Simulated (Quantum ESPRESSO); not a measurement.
# Ta: phonons with PBE

The system is Ta.

```xyz
1
Lattice="-1.6513 1.6513 1.6513 1.6513 -1.6513 1.6513 1.6513 1.6513 -1.6513" Properties=species:S:1:pos:R:3 pbc="T T T"
Ta    0.0000    0.0000    0.0000
```

| Property | Result |
| --- | --- |
| Program | Quantum ESPRESSO 7.5 |
| Task | phonons |
| Functional | PBE |
| Potentials or basis | PseudoDojo 0.4.1 SR PBE standard |
| Cutoff | 789 eV |
| Density cutoff | 3157 eV |
| k mesh | 11 × 11 × 11 |
| Occupations | cold, width 0.2 eV |
| Spin | no spin polarisation |
| Target pressure | 10 GPa |
| Mixing beta | 0.5 |
| Most SCF iterations | 120 |
| SCF threshold | 2e-10 Ry |

| Quantity | Value |
| --- | --- |
| Relaxed volume | 17.41 Å³/atom |
| Relaxed cell | a = 2.828 Å, b = 2.828 Å, c = 2.828 Å, α = 109.47°, β = 109.47°, γ = 109.47° |
| Space group after relaxing (to 0.05 Å) | Im-3m (No. 229) |
| Pressure after relaxing | 10.0 GPa |
| Band gap on the k mesh | none (metal or under the smearing width) |
| Highest phonon frequency at the q point run | 145 cm⁻¹ |

Step by step:
| step | energy change (eV) | largest force (eV/Å) | pressure (GPa) | volume (Å³) |
| --- | --- | --- | --- | --- |
| 1 | 0.0000 | 0.0000 | 2.45 | 18.01 |
| 2 | 0.0284 | 0.0000 | 11.12 | 17.33 |
| 3 | 0.0227 | 0.0000 | 9.94 | 17.41 |
| 4 | 0.0230 | 0.0000 | 10.00 | 17.41 |

Final structure:
```cif
data_structure
_symmetry_space_group_name_H-M 'P 1'
_symmetry_Int_Tables_number 1
_cell_length_a 2.8278
_cell_length_b 2.8278
_cell_length_c 2.8278
_cell_angle_alpha 109.471
_cell_angle_beta 109.471
_cell_angle_gamma 109.471
_cell_volume 17.41
loop_
_atom_site_label
_atom_site_type_symbol
_atom_site_fract_x
_atom_site_fract_y
_atom_site_fract_z
_atom_site_occupancy
Ta1 Ta 0.00000 0.00000 0.00000 1
```

Levels at points of the mesh, in eV from the Fermi level:
| k point | band 4 | band 5 | band 6 | band 7 | band 8 | band 9 |
| --- | --- | --- | --- | --- | --- | --- |
| (0.00, 0.00, 0.00) | -32.90 | -8.02 | 0.76 | 0.76 | 0.76 | 4.16 |

Phonon frequencies in cm⁻¹ (negative: imaginary):
| q point | frequencies |
| --- | --- |
| (0.000, 0.000, 0.500) | 78 113 145 |

Phonon modes at q = (0.000, 0.000, 0.500) in reciprocal lattice units:
```tsv
mode	symmetry	cm⁻¹
1	B_2u	78
2	B_3u	113
3	B_1u	145
```

Run time: 6.4 min on 1 thread of Intel(R) Xeon(R) Processor @ 2.50GHz (Skylake/Cascade Lake) (shared host), peak memory 0.09 GiB.

Caveat: the cell is more than 3 GPa from zero pressure, which shifts response properties; the q point doesn't lie on the k mesh, which can shift a metal's frequencies strongly unless the mesh is converged. Spin-orbit coupling is left out, which matters for the levels of Ta.
